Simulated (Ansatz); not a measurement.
Ta, fcc: geometry optimisation

The calculation used DFT, PBE, plane waves (420 eV) with PAW, scalar-relativistic (Ansatz).

k-point mesh 13×13×13, Fermi-Dirac smearing 0.1 eV, no spin polarisation. Cell and atoms relax.

Starting structure:

```
Ta
1.0
     0.00000    2.08252    2.08252
     2.08252    0.00000    2.08252
     2.08252    2.08252    0.00000
Ta
1
Direct
  0.00000 0.00000 0.00000
```

Problem. The pressure at the start is 8.6 GPa. By how much does the volume change?

Solution. From 18.06 to 18.83 Å³ per atom, 4.2 %. The final cell has a = 4.223 Å.

Problem. How much energy does the relaxation gain?

Solution. 19.9 meV per atom.
